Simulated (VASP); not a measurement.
# Re in VASP: reference runs

Aim: a first look at Re with PBE, on the cell as given.

Program: VASP 6.6.1. These are calculated values, not measurements. Logs are shortened: lines on timing, memory, paths and dates and some standing lists are left out, and cuts for length are marked.

## Step 1: Starting point

The cell holds a sheet with vacuum, 2 atoms: a = 2.745 Å, b = 2.745 Å, c = 31.225 Å, α = 90.00°, β = 90.00°, γ = 120.00°.

The cell was built by a generator and needn't be a form met in nature.

## Step 2: Single point, PBE

INCAR reads:

```
SYSTEM = Re
  PREC = Accurate
  ENCUT = 520
  EDIFF = 1E-7
  ISMEAR = -1
  SIGMA = 0.05
  LREAL = .False.
  LASPH = .True.
  NELM = 80
  ALGO = Normal
  ISIF = 2
  LWAVE = .False.
  LCHARG = .True.
  LDIPOL = .True.
  IDIPOL = 3
  DIPOL = 0.5 0.5 0.288
  GGA = PE
  LELF = .True.
  LVHAR = .True.
  LVACPOTAV = .True.
  NBANDS = 14
```

KPOINTS reads:

```
regular mesh
0
Gamma
  11 11 1
  0 0 0
```

POSCAR reads:

```
Re
1.0
    2.7454900000      0.0000000000      0.0000000000
   -1.3727400000      2.3776600000      0.0000000000
    0.0000000000      0.0000000000     31.2251000000
Re
2
Direct
    0.0000000000      0.0000000000      0.2520800000
    0.0000000000      0.0000000000      0.3243700000
```

Potentials or basis: VASP PAW PBE potentials, release 64 (Re).

On the command line:

```
> cat potpaw_PBE.64/Re/POTCAR > POTCAR
> mpirun -np 1 vasp_std > vasp.out
```

OUTCAR:

```text
SYSTEM = Re
   PREC = Accurate
   ENCUT = 520
   EDIFF = 1E-7
   ISMEAR = -1
   LREAL = .False.
   LASPH = .True.
   NELM = 80
   ISIF = 2
   GGA = PE

 ion  position               nearest neighbor table
   1  0.000  0.000  0.252-   2 2.26
   2  0.000  0.000  0.324-   1 2.26

  LATTYP: Found a hexagonal cell.
 ALAT       =     2.7454900000
 C/A-ratio  =    11.3732339218

  Lattice vectors:

 A1 = (   2.7454900000,   0.0000000000,   0.0000000000)
 A2 = (  -1.3727400000,   2.3776600000,   0.0000000000)
 A3 = (   0.0000000000,   0.0000000000,  31.2251000000)

Analysis of symmetry for initial positions (statically):
=====================================================================
 Subroutine PRICEL returns:
 Original cell was already a primitive cell.

 Routine SETGRP: Setting up the symmetry group for a
 hexagonal supercell.

 Subroutine GETGRP returns: Found 24 space group operations
 (whereof 12 operations were pure point group operations)
 out of a pool of 24 trial point group operations.

The static configuration has the point symmetry C_6v.
 The point group associated with its full space group is D_6h.

Analysis of symmetry for dynamics (positions and initial velocities):
=====================================================================
 Subroutine PRICEL returns:
 Original cell was already a primitive cell.

 Routine SETGRP: Setting up the symmetry group for a
 hexagonal supercell.

 Subroutine GETGRP returns: Found 24 space group operations
 (whereof 12 operations were pure point group operations)
 out of a pool of 24 trial point group operations.

The dynamic configuration has the point symmetry C_6v.
 The point group associated with its full space group is D_6h.

 Subroutine INISYM returns: Found 24 space group operations
 (whereof 12 operations are pure point group operations),
 and found     1 'primitive' translations

----------------------------------------------------------------------------------------

                                     Primitive cell

  volume of cell :     203.8325

  direct lattice vectors                    reciprocal lattice vectors
     2.745490000  0.000000000  0.000000000     0.364233707  0.210290024  0.000000000
    -1.372740000  2.377660000  0.000000000     0.000000000  0.420581580  0.000000000
     0.000000000  0.000000000 31.225100000     0.000000000  0.000000000  0.032025518

  length of vectors
     2.745490000  2.745483962 31.225100000     0.420580655  0.420581580  0.032025518

  position of ions in fractional coordinates (direct lattice)
     0.000000000  0.000000000  0.252080000
     0.000000000  0.000000000  0.324370000

  ion indices of the primitive-cell ions
   primitive index   ion index
                 1           1
                 2           2

----------------------------------------------------------------------------------------

 KPOINTS: regular mesh

Automatic generation of k-mesh.
 Grid dimensions read from file:
 generate k-points for:   11   11    1

 Generating k-lattice:

  Cartesian coordinates                     Fractional coordinates (reciprocal lattice)
     0.033112155  0.019117275  0.000000000     0.090909091  0.000000000  0.000000000
     0.000000000  0.038234689  0.000000000     0.000000000  0.090909091  0.000000000
     0.000000000  0.000000000  0.032025518     0.000000000  0.000000000  1.000000000

  Length of vectors
     0.038234605  0.038234689  0.032025518

  Shift w.r.t. Gamma in fractional coordinates (k-lattice)
     0.000000000  0.000000000  0.000000000

 Subroutine IBZKPT returns following result:
 ===========================================

 Found     16 irreducible k-points:

 Following reciprocal coordinates:
            Coordinates               Weight
  0.000000  0.000000  0.000000      1.000000
  0.090909  0.000000  0.000000      6.000000
  0.181818  0.000000  0.000000      6.000000
  0.272727  0.000000  0.000000      6.000000
  0.363636  0.000000  0.000000      6.000000
  0.454545  0.000000  0.000000      6.000000
[... 8 lines left out ...]
  0.272727  0.272727  0.000000      6.000000
  0.363636  0.272727  0.000000      6.000000
   k-points           NKPTS =     16   k-points in BZ     NKDIM =     16   number of bands    NBANDS=     14
   number of dos      NEDOS =    301   number of ions     NIONS =      2
   total plane-waves  NPLWV =  96000
   dimension x,y,z NGX =    20 NGY =   20 NGZ =  240
   dimension x,y,z NGXF=    40 NGYF=   40 NGZF=  480
   ions per type =               2
   NGX,Y,Z   is equivalent  to a cutoff of  12.11, 12.11, 12.78 a.u.
   NGXF,Y,Z  is equivalent  to a cutoff of  24.22, 24.22, 25.56 a.u.
 SYSTEM =  Re
   PREC   = accura    normal or accurate (medium, high low for compatibility)
   ISTART =      0    job   : 0-new  1-cont  2-samecut
   ICHARG =      2    charge: 1-file 2-atom 10-const
   ISPIN  =      1    spin polarized calculation?
   LNONCOLLINEAR =      F non collinear calculations
   LSORBIT =      F    spin-orbit coupling
   LASPH  =      T    aspherical Exc in radial PAW
   ENCUT  =  520.0 eV  38.22 Ry    6.18 a.u.   5.10  5.10 58.06*2*pi/ulx,y,z
   NELM   =     80;   NELMIN=  2; NELMDL= -5     # of ELM steps
   EDIFF  = 0.1E-06   stopping-criterion for ELM
   LREAL  =      F    real-space projection
   EDIFFG = 0.1E-05   stopping-criterion for IOM
   NSW    =      0    number of steps for IOM
   IBRION =     -1    ionic relax: 0-MD 1-quasi-New 2-CG
   NFREE  =      0    steps in history (QN), initial steepest desc. (CG)
   ISIF   =      2    stress and relaxation
   ISYM   =      2    0-nonsym 1-usesym 2-fastsym
   POTIM  = 0.5000    time-step for ionic-motion
   TEBEG  =    0.0;   TEEND  =   0.0 temperature during run
   PSTRESS=    0.0 pullay stress
   NELECT =      14.0000    total number of electrons
   NUPDOWN=      -1.0000    fix difference up-down
   EMIN   =  10.00;   EMAX   =-10.00  energy-range for DOS
   EFERMI =   0.00;   METHOD = LEGACY
   ISMEAR =    -1;   SIGMA  =   0.05  broadening in eV -4-tet -1-fermi 0-gaus
   EFERMI_NEDOS =   21; number of points for ismear=-14 and -15
   IALGO  =     38    algorithm
   IMIX   =      4    mixing-type and parameters
     AMIX     =   0.40;   BMIX     =  1.00
     AMIX_MAG =   1.60;   BMIX_MAG =  1.00
  volume/ion in A,a.u.               =     101.92       687.76
  Fermi-wavevector in a.u.,A,eV,Ry     =   0.670440  1.266947  6.115674  0.449489
  Thomas-Fermi vector in A             =   1.745958
   LORBIT       =      0    0 simple, 1 ext, 2 COOP (PROOUT), +10 PAW based schemes
   GGA     = PE    functional components
   LHFCALC =     F    Hartree Fock is set to
   AEXX    =    0.0000 exact exchange contribution
   IVDW    =     0    specifies the selected vdW correction
   LEPSILON=     F    determine dielectric tensor
   LRPA    =     F    only Hartree local field effects (RPA)
 non-spin polarized calculation
  energy-cutoff  :      520.00
  volume of cell :      203.83
 maximum number of plane-waves:      5522
   NGX = 11   NGY = 11   NGZ =117

 dipolmoment           0.000000      0.000000     -0.000008 electrons x Angstroem

 number of electron      14.0000003 magnetization

 dipolmoment           0.000000      0.000000      0.000000 electrons x Angstroem

 Free energy of the ion-electron system (eV)
  ---------------------------------------------------
  ext. energy  EPLUGINS =         0.00000000
  ---------------------------------------------------
  free energy    TOTEN  =       -22.28081656 eV

  energy without entropy =      -22.26367188  energy(sigma->0) =      -22.27224422

 E-fermi :  -2.9896     XC(G=0):  -2.6526

 val. band max:       -3.0344735062   @ k =   0.3636   0.0909   0.0000
 cond. band min:      -2.9893644190   @ k =   0.0909   0.0909   0.0000
 fundamental gap:      0.0451090872
 Fermi energy:        -2.9895969034

 k-point     1 :       0.0000    0.0000    0.0000
  band No.  band energies     occupation
      1     -11.1970      2.00000
      2      -8.8574      2.00000
      3      -6.8324      2.00000
      4      -4.2979      2.00000
      5      -4.2979      2.00000
      6      -3.3896      1.99933
      7      -3.3895      1.99933
      8      -3.1803      1.95681
      9      -2.5698      0.00045
     10      -2.5698      0.00045
     11      -2.3669      0.00001
     12       0.9451      0.00000
     13       0.9452      0.00000
     14       1.7128      0.00000

 k-point     2 :       0.0909    0.0000    0.0000
  band No.  band energies     occupation
      1     -10.8503      2.00000
      2      -8.4906      2.00000
      3      -6.7334      2.00000
      4      -4.6135      2.00000
      5      -3.9979      2.00000
      6      -3.9306      2.00000
      7      -3.6373      2.00000
      8      -3.0900      1.76338
      9      -3.0866      1.74865
     10      -2.6617      0.00283
     11      -1.0258      0.00000
     12       0.7162      0.00000
     13       0.8718      0.00000
     14       1.9575      0.00000

 k-point     3 :       0.1818    0.0000    0.0000
  band No.  band energies     occupation
      1      -9.9428      2.00000
      2      -7.5556      2.00000
      3      -6.4907      2.00000
      4      -5.5215      2.00000
      5      -4.9011      2.00000
      6      -4.1254      2.00000
      7      -3.2505      1.98922
      8      -2.8238      0.07008
      9      -2.7749      0.02696
     10      -2.2297      0.00000
     11       0.2755      0.00000
     12       0.3232      0.00000
     13       0.6821      0.00000
     14       2.6020      0.00000
[... 188 lines left out ...]
 k-point    15 :       0.2727    0.2727    0.0000
  band No.  band energies     occupation
      1      -7.7056      2.00000
      2      -6.7051      2.00000
      3      -5.5634      2.00000
      4      -4.9964      2.00000
      5      -4.8360      2.00000
      6      -4.7354      2.00000
      7      -4.1913      2.00000
      8      -2.0134      0.00000
      9      -1.1763      0.00000
     10       0.8262      0.00000
     11       3.4963      0.00000
     12       4.7159      0.00000
     13       5.0526      0.00000
     14       6.0576      0.00000

 k-point    16 :       0.3636    0.2727    0.0000
  band No.  band energies     occupation
      1      -7.4596      2.00000
      2      -6.9337      2.00000
      3      -5.4775      2.00000
      4      -5.1820      2.00000
      5      -4.7345      2.00000
      6      -4.3181      2.00000
      7      -3.8932      2.00000
      8      -1.6766      0.00000
      9      -1.5320      0.00000
     10       0.7941      0.00000
     11       3.8734      0.00000
     12       5.1226      0.00000
     13       5.2352      0.00000
     14       6.6181      0.00000

------------------------ aborting loop because EDIFF is reached ----------------------------------------

  FORCE on cell =-STRESS in cart. coord.  units (eV):
  Direction    XX          YY          ZZ          XY          YZ          ZX
  --------------------------------------------------------------------------------------
  -------------------------------------------------------------------------------------
  Total        0.1041673      0.1041669     -1.1000299      0.0000002     -0.0000000      0.0000000
  in kB        0.8187825      0.8187796     -8.6465255      0.0000017     -0.0000000      0.0000000
  external PRESSURE =      -2.3363211 kB  Pullay stress =       0.0000000 kB

 VOLUME and BASIS-vectors are now :
 -----------------------------------------------------------------------------
  energy-cutoff  :      520.00
  volume of cell :      203.83
      direct lattice vectors                 reciprocal lattice vectors
     2.745490000  0.000000000  0.000000000     0.364233707  0.210290024  0.000000000
    -1.372740000  2.377660000  0.000000000     0.000000000  0.420581580  0.000000000
     0.000000000  0.000000000 31.225100000     0.000000000  0.000000000  0.032025518

 POSITION                                       TOTAL-FORCE (eV/Angst)
 -----------------------------------------------------------------------------------
      0.00000      0.00000      7.87122        -0.000000      0.000000      0.477855
      0.00000      0.00000     10.12849         0.000000     -0.000000     -0.477855
 -----------------------------------------------------------------------------------
    total drift:                                0.000000      0.000000     -0.000011

  FREE ENERGIE OF THE ION-ELECTRON SYSTEM (eV)
  ---------------------------------------------------
  free  energy   TOTEN  =       -22.2808165611 eV

  energy  without entropy=      -22.2636718820  energy(sigma->0) =      -22.27224422

 vacuum level on the upper side and lower side of the slab         1.881         1.881
```

Wall time 1.7 min (1 thread of AMD EPYC 7R43 (Zen 3), shared host); peak memory 0.24 GiB.

What came out:

```yaml
Free_energy: -22.2808 eV
Largest_force: 0.478 eV/Å
Band_gap_on_the_k_mesh: none (metal or under the smearing width)
Work_function_of_the_upper_face: 4.87 eV
Work_function_of_the_lower_face: 4.87 eV
```

Forces in eV/Å, atoms in the order of the input:
```
Re   0.000  0.000  0.478
Re   0.000  0.000 -0.478
```

Levels at points of the mesh, in eV from the Fermi level:
| k point | band 3 | band 4 | band 5 | band 6 | band 7 | band 8 | band 9 | band 10 | band 11 | band 12 |
| --- | --- | --- | --- | --- | --- | --- | --- | --- | --- | --- |
| (0.00, 0.00, 0.00) | -3.84 | -1.31 | -1.31 | -0.40 | -0.40 | -0.19 | 0.42 | 0.42 | 0.62 | 3.93 |
